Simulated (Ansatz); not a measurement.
Fe3Ge:

```
Ge Fe
1.0
     0.00000    2.87559    2.87559
     2.87559    0.00000    2.87559
     2.87559    2.87559    0.00000
Ge Fe
1 3
Direct
  0.00000 0.00000 0.00000
  0.75000 0.75000 0.75000
  0.25000 0.25000 0.25000
  0.50000 0.50000 0.50000
```

The cell comes from a database or a generator and needn't be the stable form of this composition.

Base run:

- Program: Ansatz 0.2.0
- Functional: LDA
- Potentials or basis: all-electron LAPW, scalar-relativistic
- Cutoff: 282 eV (chosen from the basis error)
- Basis error allowed: 0.002 eV/atom
- k mesh: 8 × 8 × 8
- Occupations: fermi-dirac, width 0.05 eV
- Spin: collinear spin, ferromagnetic start
- Starting moments: [0.0, 3.0, 3.0, 3.0] μB

Its results: pressure -19.2 GPa; net moment 5.18 μB per cell; site moments Ge -0.06; Fe +1.37, +2.57 μB.

Problem. The run is repeated on the same cell with these changes: functional from LDA to PBEsol. What comes out?

Solution. Pressure -10.9 GPa; net moment 5.66 μB per cell; site moments Ge -0.07; Fe +1.63, +2.58 μB.

PBEsol binds less tightly than LDA, so the same cell stands under more pressure.
